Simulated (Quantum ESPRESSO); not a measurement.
# Pb (Fm-3m) in Quantum ESPRESSO: a series of runs, part 4 of 4

Quantum ESPRESSO 7.5.

### 6 Phonon dispersion, PBEsol

File pw.in:

```
&CONTROL
  calculation = 'scf'
  prefix = 'pwscf'
  outdir = './tmp'
  pseudo_dir = './pseudo'
  tprnfor = .true.
  tstress = .true.
  disk_io = 'low'
/
&SYSTEM
  ibrav = 0
  nat = 1
  ntyp = 1
  ecutwfc = 45
  ecutrho = 360
  nbnd = 13
  occupations = 'smearing'
  smearing = 'mv'
  degauss = 0.01469973
/
&ELECTRONS
  conv_thr = 2d-10
  electron_maxstep = 120
  mixing_beta = 0.5
/
ATOMIC_SPECIES
Pb   207.2000 pb_pbesol_v1.uspp.F.UPF
CELL_PARAMETERS angstrom
   0.0000000000    2.4750200000    2.4750200000
   2.4750200000    0.0000000000    2.4750200000
   2.4750200000    2.4750200000    0.0000000000
ATOMIC_POSITIONS crystal
Pb     0.0000000000    0.0000000000    0.0000000000
K_POINTS automatic
10 10 10 0 0 0
```

File relax.in:

```
&CONTROL
  calculation = 'vc-relax'
  prefix = 'pwscf'
  outdir = './tmp'
  pseudo_dir = './pseudo'
  tprnfor = .true.
  tstress = .true.
  disk_io = 'low'
  nstep = 40
  forc_conv_thr = 0.0001
  etot_conv_thr = 1d-06
/
&SYSTEM
  ibrav = 0
  nat = 1
  ntyp = 1
  ecutwfc = 45
  ecutrho = 360
  nbnd = 13
  occupations = 'smearing'
  smearing = 'mv'
  degauss = 0.01469973
/
&ELECTRONS
  conv_thr = 2d-10
  electron_maxstep = 120
  mixing_beta = 0.5
/
&IONS
  ion_dynamics = 'bfgs'
/
&CELL
  cell_dynamics = 'bfgs'
  press = 0
  press_conv_thr = 0.2
/
ATOMIC_SPECIES
Pb   207.2000 pb_pbesol_v1.uspp.F.UPF
CELL_PARAMETERS angstrom
   0.0000000000    2.4750200000    2.4750200000
   2.4750200000    0.0000000000    2.4750200000
   2.4750200000    2.4750200000    0.0000000000
ATOMIC_POSITIONS crystal
Pb     0.0000000000    0.0000000000    0.0000000000
K_POINTS automatic
10 10 10 0 0 0
```

File scf2.in:

```
&CONTROL
  calculation = 'scf'
  prefix = 'pwscf'
  outdir = './tmp'
  pseudo_dir = './pseudo'
  tprnfor = .true.
  tstress = .true.
  disk_io = 'low'
/
&SYSTEM
  ibrav = 0
  nat = 1
  ntyp = 1
  ecutwfc = 45
  ecutrho = 360
  nbnd = 13
  occupations = 'smearing'
  smearing = 'mv'
  degauss = 0.01469973
/
&ELECTRONS
  conv_thr = 1d-13
  electron_maxstep = 120
  mixing_beta = 0.5
  startingpot = 'file'
  startingwfc = 'file'
/
ATOMIC_SPECIES
Pb   207.2000 pb_pbesol_v1.uspp.F.UPF
CELL_PARAMETERS angstrom
   0.0000000000    2.4580248422    2.4580248422
   2.4580248422    0.0000000000    2.4580248422
   2.4580248422    2.4580248422    0.0000000000
ATOMIC_POSITIONS crystal
Pb     0.0000000000    0.0000000000    0.0000000000
K_POINTS automatic
10 10 10 0 0 0
```

File ph.in:

```
phonon_bands of Pb
&INPUTPH
  prefix = 'pwscf'
  outdir = './tmp'
  tr2_ph = 1d-18
  fildyn = 'dyn'
  niter_ph = 90
  alpha_mix(1) = 0.4
  ldisp = .true.
  nq1 = 2
  nq2 = 2
  nq3 = 2
/
```

File q2r.in:

```
&INPUT
  fildyn = 'dyn'
  zasr = 'crystal'
  flfrc = 'fc'
/
```

File matdyn.in:

```
&INPUT
  asr = 'crystal'
  flfrc = 'fc'
  flfrq = 'freq'
  q_in_cryst_coord = .true.
  flvec = ' '
/
80
 0.0000000000  0.0000000000  0.0000000000
 0.0454545455  0.0000000000  0.0454545455
 0.0909090909  0.0000000000  0.0909090909
 0.1363636364  0.0000000000  0.1363636364
 0.1818181818  0.0000000000  0.1818181818
 0.2272727273  0.0000000000  0.2272727273
 0.2727272727  0.0000000000  0.2727272727
 0.3181818182  0.0000000000  0.3181818182
 0.3636363636  0.0000000000  0.3636363636
 0.4090909091  0.0000000000  0.4090909091
 0.4545454545  0.0000000000  0.4545454545
 0.5000000000  0.0000000000  0.5000000000
 0.5000000000  0.0500000000  0.5500000000
 0.5000000000  0.1000000000  0.6000000000
 0.5000000000  0.1500000000  0.6500000000
 0.5000000000  0.2000000000  0.7000000000
 0.5000000000  0.2500000000  0.7500000000
 0.4687500000  0.2812500000  0.7500000000
 0.4375000000  0.3125000000  0.7500000000
 0.4062500000  0.3437500000  0.7500000000
 0.3750000000  0.3750000000  0.7500000000
 0.3461538462  0.3461538462  0.6923076923
 0.3173076923  0.3173076923  0.6346153846
 0.2884615385  0.2884615385  0.5769230769
 0.2596153846  0.2596153846  0.5192307692
 0.2307692308  0.2307692308  0.4615384615
 0.2019230769  0.2019230769  0.4038461538
 0.1730769231  0.1730769231  0.3461538462
 0.1442307692  0.1442307692  0.2884615385
 0.1153846154  0.1153846154  0.2307692308
 0.0865384615  0.0865384615  0.1730769231
 0.0576923077  0.0576923077  0.1153846154
 0.0288461538  0.0288461538  0.0576923077
 0.0000000000  0.0000000000  0.0000000000
 0.0454545455  0.0454545455  0.0454545455
 0.0909090909  0.0909090909  0.0909090909
 0.1363636364  0.1363636364  0.1363636364
 0.1818181818  0.1818181818  0.1818181818
 0.2272727273  0.2272727273  0.2272727273
 0.2727272727  0.2727272727  0.2727272727
 0.3181818182  0.3181818182  0.3181818182
 0.3636363636  0.3636363636  0.3636363636
 0.4090909091  0.4090909091  0.4090909091
 0.4545454545  0.4545454545  0.4545454545
 0.5000000000  0.5000000000  0.5000000000
 0.5178571429  0.4642857143  0.5178571429
 0.5357142857  0.4285714286  0.5357142857
 0.5535714286  0.3928571429  0.5535714286
 0.5714285714  0.3571428571  0.5714285714
 0.5892857143  0.3214285714  0.5892857143
 0.6071428571  0.2857142857  0.6071428571
 0.6250000000  0.2500000000  0.6250000000
 0.5937500000  0.2500000000  0.6562500000
 0.5625000000  0.2500000000  0.6875000000
 0.5312500000  0.2500000000  0.7187500000
 0.5000000000  0.2500000000  0.7500000000
 0.5000000000  0.2750000000  0.7250000000
 0.5000000000  0.3000000000  0.7000000000
 0.5000000000  0.3250000000  0.6750000000
 0.5000000000  0.3500000000  0.6500000000
 0.5000000000  0.3750000000  0.6250000000
 0.5000000000  0.4000000000  0.6000000000
 0.5000000000  0.4250000000  0.5750000000
 0.5000000000  0.4500000000  0.5500000000
 0.5000000000  0.4750000000  0.5250000000
 0.5000000000  0.5000000000  0.5000000000
 0.4861111111  0.4861111111  0.5277777778
 0.4722222222  0.4722222222  0.5555555556
 0.4583333333  0.4583333333  0.5833333333
 0.4444444444  0.4444444444  0.6111111111
 0.4305555556  0.4305555556  0.6388888889
 0.4166666667  0.4166666667  0.6666666667
 0.4027777778  0.4027777778  0.6944444444
 0.3888888889  0.3888888889  0.7222222222
 0.3750000000  0.3750000000  0.7500000000
 0.6250000000  0.2500000000  0.6250000000
 0.5937500000  0.1875000000  0.5937500000
 0.5625000000  0.1250000000  0.5625000000
 0.5312500000  0.0625000000  0.5312500000
 0.5000000000  0.0000000000  0.5000000000
```

File matdyn_dos.in:

```
&INPUT
  asr = 'crystal'
  flfrc = 'fc'
  dos = .true.
  fldos = 'phdos'
  nk1 = 15
  nk2 = 15
  nk3 = 15
  deltaE = 0.5
  flvec = ' '
  flfrq = ' '
/
```

File matdyn_mesh.in:

```
&INPUT
  asr = 'crystal'
  flfrc = 'fc'
  flfrq = 'mesh'
  q_in_cryst_coord = .true.
  flvec = ' '
/
1000
 0.05000000  0.05000000  0.05000000
 0.05000000  0.05000000  0.15000000
 0.05000000  0.05000000  0.25000000
[... 997 further points of the even 10 x 10 x 10 mesh, shifted by half a step ...]
```

Potentials or basis: GBRV 1.5 PBEsol.

Started as:

```sh
OMP_NUM_THREADS=1 pw.x -in pw.in > pw.out
OMP_NUM_THREADS=1 pw.x -in relax.in > relax.out
OMP_NUM_THREADS=1 pw.x -in scf2.in > scf2.out
OMP_NUM_THREADS=1 ph.x -in ph.in > ph.out
OMP_NUM_THREADS=1 q2r.x -in q2r.in > q2r.out
OMP_NUM_THREADS=1 matdyn.x -in matdyn.in > matdyn.out
OMP_NUM_THREADS=1 matdyn.x -in matdyn_dos.in > matdyn_dos.out
OMP_NUM_THREADS=1 matdyn.x -in matdyn_mesh.in > matdyn_mesh.out
```

pw.out:

```text
This program is part of the open-source Quantum ESPRESSO suite
     for quantum simulation of materials; please cite
[... 9 lines left out ...]
     --------------------
     sticks:   dense  smooth     PW     G-vecs:    dense   smooth      PW
     Sum        1069     547    163                23505     8363    1459

     Using Slab Decomposition

     bravais-lattice index     =            0
     lattice parameter (alat)  =       6.6144  a.u.
     unit-cell volume          =     204.6269 (a.u.)^3
     number of atoms/cell      =            1
     number of atomic types    =            1
     number of electrons       =        14.00
     number of Kohn-Sham states=           13
     kinetic-energy cutoff     =      45.0000  Ry
     charge density cutoff     =     360.0000  Ry
     scf convergence threshold =      2.0E-10
     mixing beta               =       0.5000
     number of iterations used =            8  plain     mixing
     Exchange-correlation= SLA  PW   PSX  PSC
                           (   1   4  10   8   0   0   0)

     celldm(1)=   6.614432  celldm(2)=   0.000000  celldm(3)=   0.000000
     celldm(4)=   0.000000  celldm(5)=   0.000000  celldm(6)=   0.000000

     crystal axes: (cart. coord. in units of alat)
               a(1) = (   0.000000   0.707107   0.707107 )
               a(2) = (   0.707107   0.000000   0.707107 )
               a(3) = (   0.707107   0.707107   0.000000 )

     reciprocal axes: (cart. coord. in units 2 pi/alat)
               b(1) = ( -0.707107  0.707107  0.707107 )
               b(2) = (  0.707107 -0.707107  0.707107 )
               b(3) = (  0.707107  0.707107 -0.707107 )

     PseudoPot. # 1 for Pb read from file:
     pb_pbesol_v1.uspp.F.UPF
     Pseudo is Ultrasoft + core correction, Zval = 14.0
     Generated by new atomic code, or converted to UPF format
     Using radial grid of  899 points,  6 beta functions with:
                l(1) =   0
                l(2) =   0
                l(3) =   1
                l(4) =   1
                l(5) =   2
                l(6) =   2
     Q(r) pseudized with  6 coefficients,  rinner =    1.000   1.000   1.000
                                                       1.000   1.000

     atomic species   valence    mass     pseudopotential
     Pb               14.00   207.20000     Pb( 1.00)

     48 Sym. Ops., with inversion, found

   Cartesian axes

     site n.     atom                  positions (alat units)
         1        Pb     tau(   1) = (   0.0000000   0.0000000   0.0000000  )

     number of k points=    47  Marzari-Vanderbilt smearing, width (Ry)=  0.0147
                       cart. coord. in units 2pi/alat
        k(    1) = (   0.0000000   0.0000000   0.0000000), wk =   0.0020000
        k(    2) = (   0.0707107   0.0707107  -0.0707107), wk =   0.0160000
        k(    3) = (   0.1414214   0.1414214  -0.1414214), wk =   0.0160000
        k(    4) = (   0.2121320   0.2121320  -0.2121320), wk =   0.0160000
        k(    5) = (   0.2828427   0.2828427  -0.2828427), wk =   0.0160000
        k(    6) = (  -0.3535534  -0.3535534   0.3535534), wk =   0.0080000
[... 39 lines left out ...]
        k(   46) = (  -0.0707107  -0.3535534   0.6363961), wk =   0.0480000
        k(   47) = (  -0.7071068   0.2828427   0.0000000), wk =   0.0240000

     Dense  grid:    23505 G-vectors     FFT dimensions: (  40,  40,  40)

     Smooth grid:     8363 G-vectors     FFT dimensions: (  30,  30,  30)

     Check: negative core charge=   -0.000002

     Initial potential from superposition of free atoms

     starting charge      13.9979, renormalised to      14.0000

     negative rho (up, down):  1.528E-02 0.000E+00
     Starting wfcs are    9 randomized atomic wfcs +    4 random wfcs

     Self-consistent Calculation

     iteration #  1     ecut=    45.00 Ry     beta= 0.50
     Davidson diagonalization with overlap
     ethr =  1.00E-02,  avg # of iterations =  4.7

     Threshold (ethr) on eigenvalues was too large:
     Diagonalizing with lowered threshold

     Davidson diagonalization with overlap
     c_bands:  1 eigenvalues not converged
     c_bands:  1 eigenvalues not converged
     ethr =  2.02E-05,  avg # of iterations = 11.6

     negative rho (up, down):  1.538E-02 0.000E+00

     total energy              =    -163.88892122 Ry
     estimated scf accuracy    <       0.00286006 Ry
[... 46 lines left out ...]
     iteration #  7     ecut=    45.00 Ry     beta= 0.50
     Davidson diagonalization with overlap
     ethr =  2.14E-12,  avg # of iterations =  3.4

     negative rho (up, down):  1.573E-02 0.000E+00

     End of self-consistent calculation

          k = 0.0000 0.0000 0.0000 (  1037 PWs)   bands (ev):

    -5.9088  -5.9088  -5.9088  -5.7677  -5.7677  -0.6634  18.5077  18.5077
    18.5077  18.8756  20.8982  22.4311  23.5850

          k = 0.0707 0.0707-0.0707 (  1028 PWs)   bands (ev):
[... 146 lines left out ...]
    -6.0732  -5.9840  -5.6436  -5.5984  -5.5984   4.3737   7.8201  13.1411
    13.1411  16.4619  17.7496  18.9023  29.5586

          k = 0.2828 0.1414 0.0000 (  1034 PWs)   bands (ev):

    -5.9405  -5.8519  -5.8095  -5.8049  -5.7085   0.6149  13.0624  14.6914
    17.1679  18.8952  20.5493  20.6436  24.1662

          k = 0.3536 0.2121-0.0707 (  1040 PWs)   bands (ev):
[... 71 lines left out ...]
    -5.9204  -5.9078  -5.7742  -5.7104  -5.5984   4.4674   9.0659  10.4788
    11.4749  18.8918  20.9082  21.7609  24.8900

     the Fermi energy is    11.1127 ev

!    total energy              =    -163.88930870 Ry
     estimated scf accuracy    <          3.1E-12 Ry
     smearing contrib. (-TS)   =       0.00021842 Ry
     internal energy E=F+TS    =    -163.88952712 Ry

     The total energy is F=E-TS. E is the sum of the following terms:
     one-electron contribution =     -30.94524275 Ry
     hartree contribution      =      26.17571966 Ry
     xc contribution           =     -63.05288400 Ry
     ewald contribution        =     -96.06712003 Ry

     convergence has been achieved in   7 iterations

     negative rho (up, down):  1.573E-02 0.000E+00

     Forces acting on atoms (cartesian axes, Ry/au):

     atom    1 type  1   force =     0.00000000    0.00000000    0.00000000

     Total force =     0.000000     Total SCF correction =     0.000000

     Computing stress (Cartesian axis) and pressure

     negative rho (up, down):  1.573E-02 0.000E+00
          total   stress  (Ry/bohr**3)                   (kbar)     P=       -9.75
  -0.00006631   0.00000000  -0.00000000           -9.75        0.00       -0.00
   0.00000000  -0.00006631  -0.00000000            0.00       -9.75       -0.00
  -0.00000000  -0.00000000  -0.00006631           -0.00       -0.00       -9.75

=------------------------------------------------------------------------------=
   JOB DONE.
=------------------------------------------------------------------------------=
```

Run time: 7.3 min. Hardware: 1 thread of Arm Neoverse V2, shared host; peak memory 0.12 GiB.

Results:

```
Free energy                            : -2229.8292 eV
Relaxed volume                         : 29.70 Å³/atom
Relaxed cell                           : a = 3.476 Å, b = 3.476 Å, c = 3.476 Å, α = 60.00°, β = 60.00°, γ = 60.00°
Space group after relaxing (to 0.05 Å) : Fm-3m (No. 225)
Pressure after relaxing                : 0.0 GPa
Band gap on the k mesh                 : none (metal or under the smearing width)
Highest phonon frequency               : 76 cm⁻¹
Zero-point energy                      : 0.009 eV/atom
```

Step by step:
```tsv
step	energy change (eV)	largest force (eV/Å)	pressure (GPa)	volume (Å³)
1	0.0000	0.0000	-0.98	30.32
2	-0.0008	0.0000	-0.75	30.17
3	-0.0016	0.0000	-0.40	29.95
4	-0.0019	0.0000	0.02	29.69
5	-0.0019	0.0000	0.00	29.70
```

Final structure:
```
Pb
1.0
     0.00000    2.45802    2.45802
     2.45802    0.00000    2.45802
     2.45802    2.45802    0.00000
Pb
1
Direct
  0.00000 0.00000 0.00000
```

Phonon frequencies in cm⁻¹ (negative: imaginary):
| q point | frequencies |
| --- | --- |
| (0.000, 0.000, 0.000) | 0 0 0 |
| (0.318, 0.000, 0.318) | 42 42 55 |
| (0.500, 0.150, 0.650) | 49 53 62 |
| (0.346, 0.346, 0.692) | 41 59 61 |
| (0.144, 0.144, 0.288) | 18 33 47 |
| (0.091, 0.091, 0.091) | 9 9 21 |
| (0.409, 0.409, 0.409) | 32 32 73 |
| (0.589, 0.321, 0.589) | 40 53 67 |
| (0.500, 0.275, 0.725) | 48 58 59 |
| (0.500, 0.450, 0.550) | 34 36 75 |
| (0.431, 0.431, 0.639) | 38 47 70 |
| (0.562, 0.125, 0.562) | 47 51 64 |

Phonon frequencies at the corners of the path (cm⁻¹, interpolated; i marks imaginary ones):
| point | frequencies |
| --- | --- |
| Γ | 0 0 0 |
| X | 48 48 64 |
| W | 49 58 58 |
| K | 43 58 61 |
| L | 33 33 76 |
| U | 43 58 61 |

Phonon states per cell in windows of 5 cm⁻¹ (negative: imaginary):
```
from (cm⁻¹)  total
          0   0.00
          5   0.00
         10   0.02
         15   0.04
         20   0.08
         25   0.14
         30   0.28
         35   0.40
         40   0.42
         45   0.39
         50   0.27
         55   0.18
         60   0.43
         65   0.23
         70   0.10
```

Harmonic thermodynamics per atom at this volume (zero-point energy 8.8 meV, Debye temperature from the second moment 91 K):
| T (K) | free energy (meV) | entropy (k_B) | heat capacity Cv (k_B) |
| --- | --- | --- | --- |
| 50 | 4.3 | 2.48 | 2.56 |
| 100 | -10.9 | 4.38 | 2.88 |
| 200 | -58.4 | 6.42 | 2.97 |
| 298.15 | -118.0 | 7.61 | 2.99 |
| 500 | -264.9 | 9.15 | 3.00 |
| 800 | -521.2 | 10.56 | 3.00 |

Caveat: the q mesh is small, so phonon branches between its points and thermal values are rough. The run has no spin-orbit coupling, so splittings on Pb are missing.

### 7 The runs side by side

| task | level | potentials or basis | k mesh | cutoff (eV) | form of the LDA correlation | q mesh | gap on the mesh (eV) | pressure (GPa) |
| --- | --- | --- | --- | --- | --- | --- | --- | --- |
| phonons | RPBE | PseudoDojo 0.4.1 SR PBE standard | 9 × 9 × 9 | 762 | - | - | none | 0.0 |
| phonons | vdW-DF-cx | PseudoDojo 0.4.1 SR PBE standard | 9 × 9 × 9 | 762 | - | - | none | 0.0 |
| phonon dispersion | LDA | GBRV 1.5 LDA | 10 × 10 × 10 | 612 | PZ81 | 2 × 2 × 2 | none | 0.0 |
| phonon dispersion | PBE | GBRV 1.5 PBE | 10 × 10 × 10 | 612 | - | 2 × 2 × 2 | none | 0.0 |
| phonon dispersion | PBEsol | GBRV 1.5 PBEsol | 10 × 10 × 10 | 612 | - | 2 × 2 × 2 | none | 0.0 |

Alike in all rows: no spin polarisation; cell relaxed; smearing cold 0.2 eV.

Caveats: the potentials were made for another functional, which shifts forces and pressure (some runs); the q point doesn't lie on the k mesh, which can shift a metal's frequencies strongly unless the mesh is converged (some runs).

Absolute energies hang on the potentials; compare differences alone.
